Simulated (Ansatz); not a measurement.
Crystal: MoP.

```
CELL_PARAMETERS angstrom
3.22300 0.00000 0.00000
-1.61150 2.79120 0.00000
0.00000 0.00000 3.19100
ATOMIC_POSITIONS crystal
Mo 0.00000 0.00000 0.00000
P 0.33333 0.66667 0.50000
```

Base run:

- Program: Ansatz 0.2.0
- Functional: revPBE
- Potentials or basis: Ansatz PAW
- Cutoff: 420 eV (not typed: the program's choice for these potentials)
- k mesh: 10 × 10 × 8
- Occupations: fermi-dirac, width 0.05 eV
- Spin: no spin polarisation

Its results: band gap on the k mesh none (metal or under the smearing width); pressure 4.7 GPa.

Task: After a change of settings the same cell gave: band gap on the k mesh none (metal or under the smearing width); pressure 13.4 GPa. Which change was it?
A. functional from revPBE to LDA
B. functional from revPBE to PBE; occupations from fermi-dirac, width 0.05 eV to gaussian, width 0.1 eV
C. functional from revPBE to HSEsol; k mesh from 10 × 10 × 8 to 5 × 5 × 4
D. functional from revPBE to BLYP

Result: D.

Caveats: the PAW data sets come from PBE, with cores solved anew for the run's functional, which leaves a small shift of forces and pressure.
